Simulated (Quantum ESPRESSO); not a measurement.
Runs of Quantum ESPRESSO 7.5 on TaS2. The structure is trigonal, space group P-3m1 (No. 164). The conventional cell has a = 3.350 Å, b = 3.350 Å, c = 5.860 Å, α = 90.00°, β = 90.00°, γ = 120.00°. Ta (site symmetry -3m) is surrounded by 6 S at 2.43 Å. S (site symmetry 3m) is surrounded by 3 Ta at 2.43 Å. 

| level | form of the LDA correlation | gap on the mesh (eV) | pressure (GPa) | moment (μB) | largest force (eV/Å) |
| --- | --- | --- | --- | --- | --- |
| LDA+U | PW92 | 0.47 | 10.1 | 1.00 | 0.90 |
| PBEsol+U | - | 0.59 | 13.2 | 1.00 | 1.07 |
| RPBE+U | - | 0.85 | 21.2 | 1.00 | 1.35 |
| revPBE+U | - | (b) | 20.4 | 1.00 | (a) |

Alike in all rows: task single point; potentials or basis PseudoDojo 0.4.1 SR LDA stringent; spin collinear, ferromagnetic start; Ta d U = 6 eV; cell as given; k mesh 7 × 7 × 3; cutoff (eV) 1796; smearing gaussian 0.05 eV.

Question: Estimate the missing entries.

Answer: (a) 1.33; (b) 0.83.

Caveats: spin-orbit coupling is left out, which moves the levels of the heavy elements; an odd mesh through Γ misses points on the zone boundary, where band edges often lie; the potentials were made for another functional, which shifts forces and pressure (some runs); this functional lacks dispersion, which binds the layers, so the pressure and a relaxed spacing across them are unreliable (some runs).

A k mesh can miss the band edges, and the runs leave out spin-orbit coupling on Ta.

Runs at the PBE level aren't shown here.
